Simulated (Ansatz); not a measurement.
HfSiO4 on the sites of monoclinic HfO2 (relaxed group Pc) at its r2SCAN geometry, run in Ansatz 0.2.0 at 3 levels of theory. Values at 0 K without nuclear motion; no magnetic order is allowed, and the phase may be a hypothetical one.

The PBE+SOC input:
```yaml
crystal:
  lattice:
    - [4.656321174, 0.0, 0.1061079922]
    - [0.0, 4.8555151531, 0.0]
    - [-0.6918792866, 0.0, 5.1638224653]
  atoms:
    - { symbol: Hf, position: [0.2870940542, 0.2184963093, 0.7258267317] }
    - { symbol: Si, position: [0.7609563764, 0.7073758787, 0.7992927985] }
    - { symbol: Si, position: [0.7609563764, 0.2926241213, 0.2992927985] }
    - { symbol: Hf, position: [0.2870940542, 0.7815036907, 0.2258267317] }
    - { symbol: O, position: [0.4533029345, 0.5766163213, 0.8957896885] }
    - { symbol: O, position: [0.5520127818, 0.9207391367, 0.578963039] }
    - { symbol: O, position: [0.5520127818, 0.0792608633, 0.078963039] }
    - { symbol: O, position: [0.4533029345, 0.4233836787, 0.3957896885] }
    - { symbol: O, position: [0.0257436334, 0.0648295663, 0.3836410706] }
    - { symbol: O, position: [0.9208902196, 0.5232260599, 0.1164866718] }
    - { symbol: O, position: [0.9208902196, 0.4767739401, 0.6164866718] }
    - { symbol: O, position: [0.0257436334, 0.9351704337, 0.8836410706] }
kpoints:
  mp_grid: { grid: [6, 6, 6] }
  band_path:
    path:
      - [0.0, 0.0, 0.0]
      - [0.0, 0.5, 0.0]
      - [0.0, 0.5, 0.5]
      - [0.0, 0.0, 0.5]
      - [-0.5, 0.0, 0.5]
      - [-0.5, 0.5, 0.5]
      - [-0.5, 0.5, 0.0]
      - [-0.5, 0.0, 0.0]
      - [0.135417, 0.0, -0.083333]
    npoints: 1
hamiltonian:
  xc: pbe
scf:
  occupations: { method: fixed }
  n_extra_bands: 14
magnetization:
  noncollinear: true
  spin_orbit: true
output:
  forces: true
  stress: true
  eigenvalues: true
  write_density: true
  write_potential: true
  elf: true
  volumetric_format: npy
```

Main results, then, where recorded, the levels near the gap in eV from the Fermi energy (columns number the bands from 0), one row a point of the path (Γ, Z, D, B, A, E, C₂, Y₂, (0.135, 0, -0.083)):
```
Crystal: 12 atoms, lattice volume = 117.104 Å³
Symmetry: 2 space group operations + 2 with time reversal
Magnetic group: BNS 7.25 (UNI 32)
```
```
Basis set: ecut = 420 eV, 2293 PW (Γ)
Bands: 122, of which v1, the nominal top of the filled ones, is band 108 counted from 1 (107 counted from 0)
k-points: 80 of 216 (time reversal used)
Free energy (F): -37306.729281 eV
Fermi energy:    12.501991 eV
--- Forces (eV/Å), atoms counted from 1 ---
  atom   1  Hf      0.03551      0.02443      0.06317
  atom   2  Si    -0.06271      0.01783      0.08518
  atom   3  Si    -0.06271    -0.01783      0.08518
  atom   4  Hf      0.03551    -0.02443      0.06317
  atom   5  O     -0.22011    -0.06765      0.06968
  atom   6  O       0.00251      0.11641    -0.16619
  atom   7  O       0.00251    -0.11641    -0.16619
  atom   8  O     -0.22011      0.06765      0.06968
  atom   9  O       0.09791    -0.16557      0.04538
  atom  10  O       0.14681      0.09665    -0.09724
  atom  11  O       0.14681    -0.09665    -0.09724
  atom  12  O       0.09791      0.16557      0.04538
--- Stress (GPa, compression-positive) ---
        7.231800       0.000000       0.201905
        0.000000       6.817552       0.000000
        0.201907       0.000000       6.364952
  P = ⅓ Tr σ = 6.8048 GPa (68.048 kbar)
```

PBE+SOC gives an indirect gap of 4.24 eV, from k = (0.135, 0, -0.083) to Y₂; the least direct gap is 4.28 eV at Y₂.

HSE06. Against the first input these blocks differ (the band path and keys that only write files left aside):
```yaml
kpoints:
  mp_grid: { grid: [4, 4, 4] }
hamiltonian:
  xc: hse06
scf:
  occupations: { method: fixed }
  n_extra_bands: 7
```
(magnetization left out)

```
Basis set: ecut = 420 eV, 2293 PW (Γ)
Bands: 61, of which v1, the nominal top of the filled ones, is band 54 counted from 1 (53 counted from 0)
k-points: 30 of 64 (time reversal used)
Exchange kernel: α = 0.2500, screened, ω = 0.2079 Å⁻¹, Wigner–Seitz truncation, v(0) = 1044.7654 eV·Å³, q-mesh 4×4×4
hybrid outer 1: dexx = +5.624e-2 eV, tail = 2.12e-3 eV
hybrid outer 2: dexx = +4.809e-6 eV, tail = 3.30e-7 eV, Δε = 7.60e-3 eV, ΔF = 4.46e-3 eV/Å
hybrid outer 3: dexx = +5.536e-9 eV, tail = 4.33e-9 eV, Δε = 1.44e-4 eV, ΔF = 1.08e-4 eV/Å
Free energy (F): -37270.576305 eV
Fermi energy:    11.288070 eV
--- Forces (eV/Å), atoms counted from 1 ---
  atom   1  Hf      0.00395    -0.02551    -0.05857
  atom   2  Si    -0.02053      0.02609    -0.01033
  atom   3  Si    -0.02053    -0.02609    -0.01033
  atom   4  Hf      0.00395      0.02551    -0.05857
  atom   5  O       0.08623      0.03070      0.00756
  atom   6  O     -0.01213    -0.01980      0.03300
  atom   7  O     -0.01213      0.01980      0.03300
  atom   8  O       0.08623    -0.03070      0.00756
  atom   9  O     -0.02090      0.09238      0.02049
  atom  10  O     -0.03663      0.00689      0.00787
  atom  11  O     -0.03663    -0.00689      0.00787
  atom  12  O     -0.02090    -0.09238      0.02049
--- Stress (GPa, compression-positive) ---
       -0.705634       0.000000      -0.390994
        0.000000      -0.499315       0.000000
       -0.390987       0.000000      -0.687390
  P = ⅓ Tr σ = -0.6308 GPa (-6.308 kbar)
```
```tsv
band_50	band_51	band_52	band_53	band_54	band_55	band_56
-0.870	-0.582	-0.301	0.000	6.940	7.024	7.106
-1.100	-0.987	-0.427	-0.078	6.296	6.952	7.152
-1.139	-1.139	-0.442	-0.442	6.775	6.775	7.373
-1.402	-1.402	-0.349	-0.349	6.981	6.981	7.282
-1.052	-1.052	-0.508	-0.508	6.606	6.606	7.186
-1.270	-1.270	-0.441	-0.441	6.592	6.592	7.342
-1.243	-0.966	-0.920	-0.616	6.626	6.825	6.955
-0.998	-0.937	-0.138	-0.036	6.018	6.932	7.188
-1.070	-0.705	-0.310	0.009	6.846	7.074	7.095
```

With HSE06 the valence top lies at k = (0.135, 0, -0.083) and the conduction bottom at Y₂, 6.01 eV higher; the smallest vertical gap, at Y₂, is 6.05 eV. With the atoms held, the mean pressure is -0.6 GPa (compression positive). (The program warns that its thresholds are loose for a hybrid's stress.)

Q: Another run on the same cell gave
```
Basis set: ecut = 420 eV, 2293 PW (Γ)
Bands: 61, of which v1, the nominal top of the filled ones, is band 54 counted from 1 (53 counted from 0)
k-points: 30 of 64 (time reversal used)
hybrid outer 1: dexx = +7.192e-2 eV, tail = 2.29e-3 eV
hybrid outer 2: dexx = +6.509e-6 eV, tail = 5.88e-7 eV, Δε = 8.60e-3 eV, ΔF = 5.13e-3 eV/Å
hybrid outer 3: dexx = +6.690e-9 eV, tail = 4.67e-9 eV, Δε = 1.41e-4 eV, ΔF = 1.09e-4 eV/Å
Free energy (F): -37267.051137 eV
Fermi energy:    10.892525 eV
--- Forces (eV/Å), atoms counted from 1 ---
  atom   1  Hf      0.00074    -0.02289    -0.05248
  atom   2  Si    -0.01653      0.03117    -0.02108
  atom   3  Si    -0.01653    -0.03117    -0.02108
  atom   4  Hf      0.00074      0.02289    -0.05248
  atom   5  O       0.09308      0.03735      0.00670
  atom   6  O     -0.00684    -0.02480      0.03530
  atom   7  O     -0.00684      0.02480      0.03530
  atom   8  O       0.09308    -0.03735      0.00670
  atom   9  O     -0.03032      0.09657      0.01762
  atom  10  O     -0.04013    -0.00248      0.01395
  atom  11  O     -0.04013      0.00248      0.01395
  atom  12  O     -0.03032    -0.09657      0.01762
--- Stress (GPa, compression-positive) ---
       -0.721155       0.000000      -0.347534
        0.000000      -0.466778       0.000000
       -0.347527       0.000000      -0.634693
  P = ⅓ Tr σ = -0.6075 GPa (-6.075 kbar)
```
```tsv
band_50	band_51	band_52	band_53	band_54	band_55	band_56
-0.869	-0.582	-0.301	0.000	7.716	7.794	7.875
-1.098	-0.989	-0.425	-0.079	7.069	7.728	7.933
-1.142	-1.142	-0.445	-0.445	7.552	7.552	8.154
-1.407	-1.407	-0.350	-0.350	7.760	7.760	8.061
-1.057	-1.057	-0.511	-0.511	7.379	7.379	7.967
-1.271	-1.271	-0.445	-0.445	7.364	7.364	8.121
-1.247	-0.973	-0.920	-0.622	7.403	7.601	7.733
-0.997	-0.940	-0.137	-0.037	6.788	7.709	7.969
-1.071	-0.706	-0.310	0.009	7.623	7.854	7.874
```
Which level of theory and mesh gave it?

A: It is PBE0, judged by the exchange loop and the size of the gap (a near hybrid could fit too), on 4×4×4; the blocks that differ from the first input, but for the band path:
```yaml
kpoints:
  mp_grid: { grid: [4, 4, 4] }
hamiltonian:
  xc: pbe0
scf:
  occupations: { method: fixed }
  n_extra_bands: 7
```
(magnetization left out)
The PBE0 gap is indirect, 6.78 eV (k = (0.135, 0, -0.083) to Y₂), below the direct gap of 6.83 eV at Y₂. With the atoms held, the mean pressure is -0.6 GPa (compression positive). The stress of a hybrid is loosely converged here.

The hybrids run on coarser meshes, which limits their stresses and small splittings of levels.

Totals of different functionals, or with and without spin-orbit coupling, can't be compared.

Only the levels marked +SOC include spin-orbit coupling.

The meshes of the hybrids are coarse, so their gaps aren't converged to the digits shown.
